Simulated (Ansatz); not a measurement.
Relaxed (001) slab cut from TiAl3 (space group I4/mmm (No. 139)); the slab's formula is TiAl3, its outer planes TiAl (top) and Al (bottom):

```xyz
12
Lattice="3.8453 0.0000 0.0000 0.0000 3.8453 0.0000 0.0000 0.0000 25.7785" Properties=species:S:1:pos:R:3 pbc="T T T"
Al    1.9227    0.0000    7.5935
Al    0.0000    1.9227    7.5935
Ti    1.9227    1.9227    9.6038
Al    0.0000    0.0000    9.7145
Al    0.0000    1.9227   11.7784
Al    1.9227    0.0000   11.7784
Ti    0.0000    0.0000   13.9073
Al    1.9227    1.9227   13.9762
Al    1.9227    0.0000   16.1067
Al    0.0000    1.9227   16.1067
Ti    1.9227    1.9227   18.1855
Al    0.0000    0.0000   18.3264
```

Theory: DFT PBE, scalar-relativistic, plane waves, PAW (Ansatz). Cutoff 420 eV; k points 9×9×1 on the computed 12-atom cell (Γ-centred); Gaussian smearing, width 0.10 eV; no spin polarisation. A dipole correction removes the field between periodic images along c.

The potential is the smooth part; its values at the atoms depend on the PAW datasets.

Q: How does the plane-averaged electrostatic potential energy of an electron run along c, counted from the Fermi level?

A:
```
z (Å) V (eV)
 2.86    4.18
 3.15    4.18
 3.44    4.18
 3.72    4.17
 4.01    4.17
 4.30    4.16
 4.58    4.14
 4.87    4.11
 5.16    4.03
 5.44    3.89
 5.73    3.61
 6.01    3.06
 6.30    2.00
 6.59    0.02
 6.87   -3.45
 7.16   -6.11
 7.45   -6.69
 7.73   -6.60
 8.02   -6.03
 8.31   -3.97
 8.59   -2.15
 8.88   -3.99
 9.17   -7.57
 9.45   -9.56
 9.74   -9.66
10.02   -8.13
10.31   -5.04
10.60   -1.98
10.88   -2.09
11.17   -4.71
11.46   -6.23
11.74   -6.50
12.03   -6.33
12.32   -5.20
12.60   -2.46
12.89   -1.30
13.18   -3.70
13.46   -7.44
13.75   -9.39
14.03   -9.51
14.32   -8.00
14.61   -4.77
14.89   -1.58
15.18   -1.58
15.47   -4.25
15.75   -6.04
16.04   -6.39
16.33   -6.26
16.61   -5.29
16.90   -2.68
17.19   -1.27
17.47   -3.45
17.76   -7.15
18.04   -9.13
18.33   -9.21
18.62   -7.73
18.90   -4.58
19.19   -0.71
19.48    1.65
19.76    2.90
20.05    3.55
20.34    3.89
20.62    4.07
20.91    4.15
21.20    4.20
21.48    4.22
21.77    4.23
22.05    4.23
22.34    4.24
22.63    4.24
22.91    4.24
23.20    4.24
```

The vacuum level lies 4.24 eV (top face) and 4.18 eV (bottom face) above the Fermi level.

Cost: 1 run of about 2.2 core-minutes, on Oxide Virtual Turin-like Processor (Zen 5) (shared hosts).